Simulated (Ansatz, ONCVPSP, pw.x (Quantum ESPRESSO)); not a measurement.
## From atom to crystal: ONCV potential for Be (Z = 4)

ONCVPSP 4.0.1 input, shortened (lines: element, Z, core and valence counts, functional; n l f; lmax; l rc ep ncon nbas qcut; lloc lpopt rc5 dvloc0; l nproj debl; icmod fcfact rcfact), PBE, scalar-relativistic:

```
  Be 4.00    1    1        4      upf
    1    0    2.00
    2    0    1.00
    1
    0    2.15    0.00    4    9    3.70
    1    2.15    0.28    4    8    4.20
    1    5    2.15    0.00
    0    1    2.50
    1    0    3.40
    1    0.20    0.00
```

In the p channel the program set the typed energies aside and used 0.050 Ha.

Atomic tests: cutoffs needed: 4.9 Ha and 7.3 Ha (the cutoffs (Ha) at which the residual kinetic energy of the hardest occupied pseudo-wave falls to 1 and 0.1 mHa per electron); ghost test: no bound ghost flagged; no localised positive-energy state flagged; largest excitation error: -170 meV (all-electron minus pseudo) for 2s0 2p1, out of 4 test configurations.

Crystal test: bcc Be in pw.x 7.5, no spin, 18³ k-points, Fermi–Dirac smearing 0.01 Ry, cutoffs 50/200 Ry. The reference is all-electron LAPW (Ansatz 0.2.0) with the same functional, mesh and smearing; V0 and B0 come from Birch–Murnaghan fits to the pressures at five volumes. Errors are pseudo minus all-electron; Δ is the rms difference of the E(V) curves that follow from these fits, minima aligned, over ±6 % about the mean V0. Mesh and smearing are coarse, so the numbers serve the comparison and aren't converged zero-temperature values; the lattice is a test structure that the element need not adopt.

All-electron: a0 = 2.501 Å (V0 = 7.82 Å³/atom), B0 = 122.0 GPa.

Task: How far does the potential miss the all-electron equation of state?

Result: mean pressure error (GPa): +24.97. The pressure does not cross zero within the volumes sampled, so no fit is given. The largest radius (2.15 bohr) exceeds half the bond length (2.05 bohr), so the spheres overlap, which is one possible source of error among others. This is a poor potential for the solid.

```tsv
V (Å³/atom)	P all-electron (GPa)	P pseudo (GPa)
7.430	6.89	34.23
7.625	3.27	29.33
7.821	0.04	24.92
8.017	-2.85	20.94
8.212	-5.43	17.36
```

Task: At the middle volume, how do free energy and pressure move when the wave cutoff is lowered (ecutrho kept at four times it)?

Result:

```tsv
cutoff (Ry)	shift of F (meV/atom)	shift of P (GPa)
22	+33.4	+0.69
30	+13.0	+0.04
40	+6.6	+0.40
```

Input at the middle volume:

```
&control
  calculation='scf', prefix='x', pseudo_dir='./', outdir='./tmp', tstress=.true., disk_io='none'
/
&system
  ibrav=0, nat=1, ntyp=1, ecutwfc=50, ecutrho=200, nbnd=8,
  occupations='smearing', smearing='fd', degauss=0.01
/
&electrons
  conv_thr=1e-09, mixing_beta=0.4, electron_maxstep=70
/
ATOMIC_SPECIES
Be 1.0 Be.UPF
CELL_PARAMETERS angstrom
  -1.25045317 1.25045317 1.25045317
  1.25045317 -1.25045317 1.25045317
  1.25045317 1.25045317 -1.25045317
ATOMIC_POSITIONS crystal
Be 0.0000 0.0000 0.0000
K_POINTS automatic
18 18 18 0 0 0
```

```bash
pw.x < Be.scf.in > Be.scf.out
```

Lines of the output:

```
Message from routine setup:
     using ibrav=0 with symmetry is DISCOURAGED, use correct ibrav instead
     lattice parameter (alat)  =       4.0929  a.u.
     unit-cell volume          =      52.7787 (a.u.)^3
     number of electrons       =         2.00
     number of Kohn-Sham states=            8
     kinetic-energy cutoff     =      50.0000  Ry
     charge density cutoff     =     200.0000  Ry
     scf convergence threshold =      1.0E-09
     Exchange-correlation= PBE
     number of k points=   195  Fermi-Dirac smearing, width (Ry)=  0.0100
     iteration #  1     ecut=    50.00 Ry     beta= 0.40
     total energy              =      -2.40367240 Ry
     estimated scf accuracy    <       0.00031986 Ry
     iteration #  2     ecut=    50.00 Ry     beta= 0.40
     total energy              =      -2.40384605 Ry
     estimated scf accuracy    <       0.00011193 Ry
     iteration #  3     ecut=    50.00 Ry     beta= 0.40
     total energy              =      -2.40385517 Ry
     estimated scf accuracy    <       0.00000046 Ry
     iteration #  4     ecut=    50.00 Ry     beta= 0.40
     the Fermi energy is     9.5649 ev
!    total energy              =      -2.40385535 Ry
     estimated scf accuracy    <          5.0E-10 Ry
     smearing contrib. (-TS)   =      -0.00072032 Ry
     The total energy is F=E-TS. E is the sum of the following terms:
     one-electron contribution =       2.10755127 Ry
     hartree contribution      =       0.00094634 Ry
     xc contribution           =      -1.43147024 Ry
     ewald contribution        =      -3.08016240 Ry
     convergence has been achieved in   4 iterations
          total   stress  (Ry/bohr**3)                   (kbar)     P=      249.16
     Message from routine punch:
     Nothing written, as per user request (disk_io='none')
```

The 8 pw.x runs together took about 26 s on one core of a shared server CPU.
